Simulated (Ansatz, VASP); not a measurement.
## Two plane-wave programs on AlRu

```
CELL_PARAMETERS angstrom
2.99160 0.00000 0.00000
0.00000 2.99160 0.00000
0.00000 0.00000 2.94673
ATOMIC_POSITIONS crystal
Al 0.00000 0.00000 0.00000
Ru 0.50000 0.50000 0.50000
```

Change from the starting cell: strain +0.000 along x and y, -0.015 along z, atoms carried along.

Alike in both runs: task single point; functional PBE; k mesh 16 × 16 × 16; occupations gaussian, width 0.15 eV; no spin polarisation.

|  | VASP | Ansatz |
| --- | --- | --- |
| version | VASP 6.6.1 | Ansatz 0.2.0 |
| potentials or method | VASP PAW PBE potentials, release 64 (Al, Ru_pv) | scalar-relativistic, plane waves, PAW |
| plane-wave cutoff (eV) | 520 | 420 |
| valence electrons in the cell | 17 | 19 |

|  | VASP | Ansatz | Ansatz less VASP |
| --- | --- | --- | --- |
| gap on the k mesh at the Fermi level (eV) | none | none | - |
| pressure (GPa) | 6.0 | 6.0 | +0.04 |
| largest component of the traceless stress (GPa) | 1.84 | 1.84 | -0.001 |

A gap of «none» marks a metal or a gap that the smearing closes. The two sets of potentials don't hold the same shells in valence.
